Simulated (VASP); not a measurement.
# Sb (R-3m) in VASP: relaxation of cell and atoms with PBE

Aim: the relaxation of cell and atoms of Sb with PBE.

Program: VASP 6.6.1. These are calculated values, not measurements. Logs are shortened: lines on timing, memory, paths and dates and some standing lists are left out, and cuts for length are marked.

**1. The structure**

The structure is trigonal, space group R-3m (No. 166). Conventional cell: a = 4.301 Å, b = 4.301 Å, c = 11.222 Å, α = 90.00°, β = 90.00°, γ = 120.00°. Around Sb (site symmetry 3m) lie 3 Sb at 2.90 Å.

**2. Relaxation of cell and atoms, PBE**

Input file INCAR:

```
PREC = Accurate
ENCUT = 600
EDIFF = 1E-7
ISMEAR = 0
SIGMA = 0.02
LREAL = F
LASPH = T
NELM = 60
ALGO = Fast
ISIF = 3
LWAVE = F
LCHARG = F
GGA = PE
IBRION = 2
NSW = 80
EDIFFG = -0.004
```

Input file KPOINTS:

```
Automatic mesh
0
Gamma
  9 9 9
```

Input file POSCAR:

```
Sb
1.0
    2.1503500000      1.2415051500      3.7406666700
   -2.1503500000      1.2415051500      3.7406666700
    0.0000000000     -2.4830103000      3.7406666700
Sb
2
Direct
    0.2336200000      0.2336200000      0.2336200000
    0.7663800000      0.7663800000      0.7663800000
```

Potentials or basis: VASP PAW PBE potentials, release 64 (Sb).

Started as:

```console
$ cat potpaw_PBE.64/Sb/POTCAR > POTCAR
$ mpirun -np 1 vasp_std > vasp.out
```

OUTCAR:

```text
PREC = Accurate
   ENCUT = 600
   EDIFF = 1E-7
   ISMEAR = 0
   LREAL = F
   LASPH = T
   NELM = 60
   ISIF = 3
   GGA = PE
   IBRION = 2
   NSW = 80
   EDIFFG = -0.004

 ion  position               nearest neighbor table
   1  0.234  0.234  0.234-   2 2.90   2 2.90   2 2.90   2 3.34   2 3.34   2 3.34
   2  0.766  0.766  0.766-   1 2.90   1 2.90   1 2.90   1 3.34   1 3.34   1 3.34

  LATTYP: Found a trigonal (rhomboedric) cell.
 ALAT       =     4.4897580443
 COS(alpha) =     0.5412221655

  Lattice vectors:

 A1 = (   2.1503500000,   1.2415051500,   3.7406666700)
 A2 = (  -2.1503500000,   1.2415051500,   3.7406666700)
 A3 = (   0.0000000000,  -2.4830103000,   3.7406666700)

Analysis of symmetry for initial positions (statically):
=====================================================================
 Subroutine PRICEL returns:
 Original cell was already a primitive cell.

 Routine SETGRP: Setting up the symmetry group for a
 trigonal (rhombohedral) supercell.

 Subroutine GETGRP returns: Found 12 space group operations
 (whereof 12 operations were pure point group operations)
 out of a pool of 12 trial point group operations.

The static configuration has the point symmetry D_3d.

Analysis of symmetry for dynamics (positions and initial velocities):
=====================================================================
 Subroutine PRICEL returns:
 Original cell was already a primitive cell.

 Routine SETGRP: Setting up the symmetry group for a
 trigonal (rhombohedral) supercell.

 Subroutine GETGRP returns: Found 12 space group operations
 (whereof 12 operations were pure point group operations)
 out of a pool of 12 trial point group operations.

The dynamic configuration has the point symmetry D_3d.

 Subroutine INISYM returns: Found 12 space group operations
 (whereof 12 operations are pure point group operations),
 and found     1 'primitive' translations

----------------------------------------------------------------------------------------

                                     Primitive cell

  volume of cell :      59.9181

  direct lattice vectors                    reciprocal lattice vectors
     2.150350000  1.241505150  3.740666670     0.232520287  0.134245651  0.089110675
    -2.150350000  1.241505150  3.740666670    -0.232520287  0.134245651  0.089110675
     0.000000000 -2.483010300  3.740666670     0.000000000 -0.268491301  0.089110675

  length of vectors
     4.489758044  4.489758044  4.489758043     0.282892720  0.282892720  0.282892721

  position of ions in fractional coordinates (direct lattice)
     0.233620000  0.233620000  0.233620000
     0.766380000  0.766380000  0.766380000

  ion indices of the primitive-cell ions
   primitive index   ion index
                 1           1
                 2           2

----------------------------------------------------------------------------------------

 KPOINTS: Automatic mesh

Automatic generation of k-mesh.
 Grid dimensions read from file:
 generate k-points for:    9    9    9

 Generating k-lattice:

  Cartesian coordinates                     Fractional coordinates (reciprocal lattice)
     0.025835587  0.014916183  0.009901186     0.111111111  0.000000000 -0.000000000
    -0.025835587  0.014916183  0.009901186     0.000000000  0.111111111 -0.000000000
     0.000000000 -0.029832367  0.009901186    -0.000000000 -0.000000000  0.111111111

  Length of vectors
     0.031432524  0.031432524  0.031432525

  Shift w.r.t. Gamma in fractional coordinates (k-lattice)
     0.000000000  0.000000000  0.000000000

 Subroutine IBZKPT returns following result:
 ===========================================

 Found     85 irreducible k-points:

 Following reciprocal coordinates:
            Coordinates               Weight
  0.000000  0.000000  0.000000      1.000000
  0.111111 -0.000000  0.000000      6.000000
  0.222222  0.000000  0.000000      6.000000
  0.333333 -0.000000  0.000000      6.000000
  0.444444  0.000000  0.000000      6.000000
  0.111111  0.111111  0.000000      6.000000
[... 16 lines left out ...]
 -0.333333  0.333333  0.000000      6.000000
  0.444444  0.444444  0.000000      6.000000
 [... further k-points ...]
   k-points           NKPTS =     85   k-points in BZ     NKDIM =     85   number of bands    NBANDS=      9
   number of dos      NEDOS =    301   number of ions     NIONS =      2
   total plane-waves  NPLWV =  46656
   dimension x,y,z NGX =    36 NGY =   36 NGZ =   36
   dimension x,y,z NGXF=    72 NGYF=   72 NGZF=   72
   ions per type =               2
   NGX,Y,Z   is equivalent  to a cutoff of  13.33, 13.33, 13.33 a.u.
   NGXF,Y,Z  is equivalent  to a cutoff of  26.66, 26.66, 26.66 a.u.
 SYSTEM =  unknown system
   PREC   = accura    normal or accurate (medium, high low for compatibility)
   ISTART =      0    job   : 0-new  1-cont  2-samecut
   ICHARG =      2    charge: 1-file 2-atom 10-const
   ISPIN  =      1    spin polarized calculation?
   LNONCOLLINEAR =      F non collinear calculations
   LSORBIT =      F    spin-orbit coupling
   LASPH  =      T    aspherical Exc in radial PAW
   ENCUT  =  600.0 eV  44.10 Ry    6.64 a.u.   8.97  8.97  8.97*2*pi/ulx,y,z
   NELM   =     60;   NELMIN=  2; NELMDL= -5     # of ELM steps
   EDIFF  = 0.1E-06   stopping-criterion for ELM
   LREAL  =      F    real-space projection
   EDIFFG = -.4E-02   stopping-criterion for IOM
   NSW    =     80    number of steps for IOM
   IBRION =      2    ionic relax: 0-MD 1-quasi-New 2-CG
   NFREE  =      1    steps in history (QN), initial steepest desc. (CG)
   ISIF   =      3    stress and relaxation
   ISYM   =      2    0-nonsym 1-usesym 2-fastsym
   POTIM  = 0.5000    time-step for ionic-motion
   TEBEG  =    0.0;   TEEND  =   0.0 temperature during run
   PSTRESS=    0.0 pullay stress
   NELECT =      10.0000    total number of electrons
   NUPDOWN=      -1.0000    fix difference up-down
   EMIN   =  10.00;   EMAX   =-10.00  energy-range for DOS
   EFERMI =   0.00;   METHOD = LEGACY
   ISMEAR =     0;   SIGMA  =   0.02  broadening in eV -4-tet -1-fermi 0-gaus
   EFERMI_NEDOS =   21; number of points for ismear=-14 and -15
   IALGO  =     68    algorithm
   IMIX   =      4    mixing-type and parameters
     AMIX     =   0.40;   BMIX     =  1.00
     AMIX_MAG =   1.60;   BMIX_MAG =  1.00
  volume/ion in A,a.u.               =      29.96       202.17
  Fermi-wavevector in a.u.,A,eV,Ry     =   0.901340  1.703286 11.053571  0.812415
  Thomas-Fermi vector in A             =   2.024409
   LORBIT       =      0    0 simple, 1 ext, 2 COOP (PROOUT), +10 PAW based schemes
   GGA     = PE    functional components
   LHFCALC =     F    Hartree Fock is set to
   AEXX    =    0.0000 exact exchange contribution
   IVDW    =     0    specifies the selected vdW correction
   LEPSILON=     F    determine dielectric tensor
   LRPA    =     F    only Hartree local field effects (RPA)
 conjugate gradient relaxation of ions
 non-spin polarized calculation
 RMM-DIIS sequential band-by-band and
 Gauss-broadening in eV      SIGMA  =   0.02
  energy-cutoff  :      600.00
  volume of cell :       59.92
 maximum number of plane-waves:      2018
   NGX = 17   NGY = 17   NGZ = 17

--------------------------------------- Ionic step        1  -------------------------------------------

 number of electron      10.0000000 magnetization

 Free energy of the ion-electron system (eV)
  ---------------------------------------------------
  ext. energy  EPLUGINS =         0.00000000
  ---------------------------------------------------
  free energy    TOTEN  =        -8.24713424 eV

  energy without entropy =       -8.24712197  energy(sigma->0) =       -8.24712810

------------------------ aborting loop because EDIFF is reached ----------------------------------------

  FORCE on cell =-STRESS in cart. coord.  units (eV):
  Direction    XX          YY          ZZ          XY          YZ          ZX
  --------------------------------------------------------------------------------------
  -------------------------------------------------------------------------------------
  Total        1.3129203      1.3129203      1.0981045      0.0000000      0.0000000      0.0000000
  in kB       35.1067803     35.1067802     29.3627218      0.0000000      0.0000000      0.0000000
  external PRESSURE =      33.1920941 kB  Pullay stress =       0.0000000 kB
[... 273 lines left out ...]
  energy  without entropy=       -8.2815943247  energy(sigma->0) =       -8.28159432

--------------------------------------- Ionic step        9  -------------------------------------------

 number of electron      10.0000000 magnetization

 Free energy of the ion-electron system (eV)
  ---------------------------------------------------
  ext. energy  EPLUGINS =         0.00000000
  ---------------------------------------------------
  free energy    TOTEN  =        -8.28159704 eV

  energy without entropy =       -8.28159704  energy(sigma->0) =       -8.28159704

 E-fermi :   6.5817     XC(G=0):  -9.3055

 val. band max:        6.4950020112   @ k =   0.3333   0.2222   0.2222
 cond. band min:       6.6668678429   @ k =   0.4444   0.0000   0.0000
 fundamental gap:      0.1718658317
 Fermi energy:         6.5817494788

 k-point     1 :       0.0000    0.0000    0.0000
  band No.  band energies     occupation
      1      -5.6885      2.00000
      2       1.5916      2.00000
      3       4.7141      2.00000
      4       4.9424      2.00000
      5       4.9424      2.00000
      6       8.6377      0.00000
      7       9.2433      0.00000
      8       9.2433      0.00000
      9      11.7977      0.00000
[... 265 lines left out ...]
 k-point    24 :       0.4444    0.4444    0.0000
  band No.  band energies     occupation
      1      -3.6330      2.00000
      2      -1.2127      2.00000
      3       1.6820      2.00000
      4       3.1948      2.00000
      5       3.2432      2.00000
      6       8.3394      0.00000
      7      11.2356      0.00000
      8      11.8706      0.00000
      9      12.6942      0.00000

 [... further k-points ...]

------------------------ aborting loop because EDIFF is reached ----------------------------------------

  FORCE on cell =-STRESS in cart. coord.  units (eV):
  Direction    XX          YY          ZZ          XY          YZ          ZX
  --------------------------------------------------------------------------------------
  -------------------------------------------------------------------------------------
  Total        0.0042757      0.0042757      0.0043376      0.0000000      0.0000000      0.0000000
  in kB        0.1076536      0.1076536      0.1092130      0.0000000      0.0000000      0.0000000
  external PRESSURE =       0.1081734 kB  Pullay stress =       0.0000000 kB
[... 17 lines left out ...]
  FREE ENERGIE OF THE ION-ELECTRON SYSTEM (eV)
  ---------------------------------------------------
  free  energy   TOTEN  =        -8.2815970399 eV

  energy  without entropy=       -8.2815970399  energy(sigma->0) =       -8.28159704

 reached required accuracy - stopping structural energy minimisation
```

Run time: 3.4 min. Hardware: 1 thread of Intel Xeon Platinum 8259CL at 2.50GHz (Skylake/Cascade Lake), shared host; peak memory 0.24 GiB.

Results:

| Property | Result |
| --- | --- |
| Free energy | -8.2816 eV |
| Relaxed volume | 31.82 Å³/atom |
| Relaxed cell | a = 4.590 Å, b = 4.590 Å, c = 4.590 Å, α = 57.00°, β = 57.00°, γ = 57.00° |
| Space group after relaxing (to 0.05 Å) | R-3m (No. 166) |
| Energy gained by relaxing | 17.2 meV/atom |
| Ionic steps | 9 |
| Pressure after relaxing | 0.0 GPa |
| Band gap on the k mesh | 0.17 eV, indirect (least direct gap 0.50 eV) |

Step by step:
```
step  energy change (eV)  largest force (eV/Å)  pressure (GPa)  volume (Å³)
   1              0.0000                0.2467            3.32        59.92
   2             -0.0178                0.2729           -1.82        65.46
   3             -0.0332                0.0782            0.05        63.11
   4             -0.0337                0.0552            0.04        63.23
   5             -0.0342                0.0100            0.01        63.45
   6             -0.0343                0.0041            0.00        63.52
   7             -0.0344                0.0028            0.01        63.57
   8             -0.0345                0.0016            0.01        63.62
   9             -0.0345                0.0011            0.01        63.63
```

Final structure:
```cif
data_structure
_symmetry_space_group_name_H-M 'P 1'
_symmetry_Int_Tables_number 1
_cell_length_a 4.5896
_cell_length_b 4.5896
_cell_length_c 4.5896
_cell_angle_alpha 57.002
_cell_angle_beta 57.002
_cell_angle_gamma 57.002
_cell_volume 63.63
loop_
_atom_site_label
_atom_site_type_symbol
_atom_site_fract_x
_atom_site_fract_y
_atom_site_fract_z
_atom_site_occupancy
Sb1 Sb 0.23303 0.23303 0.23303 1
Sb2 Sb 0.76697 0.76697 0.76697 1
```

Caveat: spin-orbit coupling is left out, which moves the levels of the heavy elements; an odd mesh through Γ misses points on the zone boundary, where band edges often lie.
